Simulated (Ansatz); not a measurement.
Zone-centre phonons of AlRu: input and output

All numbers below come from DFT PBE, scalar-relativistic, plane waves, PAW (Ansatz).

Launched with:
```bash
ansatz run input.yaml --threads 1 --pin off --max-ram 3072MiB --backend cpu --events-out ev --progress --plain --runs-dir out
```

Input (bare energies are in eV):
```yaml
crystal:
  lattice:
    - [3.0061613449, 0.0, 0.0]
    - [0.0, 3.0061613449, 0.0]
    - [0.0, 0.0, 3.0061613449]
  atoms:
    - { symbol: Al, position: [0.0, 0.0, 0.0] }
    - { symbol: Ru, position: [0.5, 0.5, 0.5] }
basis:
  ecutwfc: 420
kpoints:
  mp_grid: { grid: [14, 14, 14] }
hamiltonian:
  xc: pbe
scf:
  occupations: { method: fermi_dirac, width: 0.15 }
output:
  eigenvalues: true
phonons:
  method: dfpt
  eigenvectors: true
```

Results section of the output:
```
--- Phonons (Γ-DFPT): 2 representative perturbations + reference, on 288 of 2744 k-points (Σ response iterations 7) ---
  k mesh reduced under 8 symmetry operations, with k and −k counted as one. Each operation leaves every solved perturbation unchanged. A smaller set is not used because it would not reduce the number of displacements ...
  ASR residual: 6.870e-4 → 0.000e0 eV/Å²; symmetrization residual: 5.902e-6 eV/Å²
  ASR residual per site (eV/Å²): 8.31e-6 6.87e-4
  Γ frequencies (cm⁻¹): 0.00 0.00 0.00 305.80 305.80 305.80
  non-analytic LO–TO correction: not included (Born effective charges unavailable; polar crystals: no LO–TO splitting at Γ)
```

Time: 19 s on 1 thread of AMD EPYC 7R13 Processor (Zen 3), with other jobs on the host, peak memory 0.66 GiB.

In a metal, frequencies and elastic constants depend on the k mesh and the smearing, soft modes and shear constants most.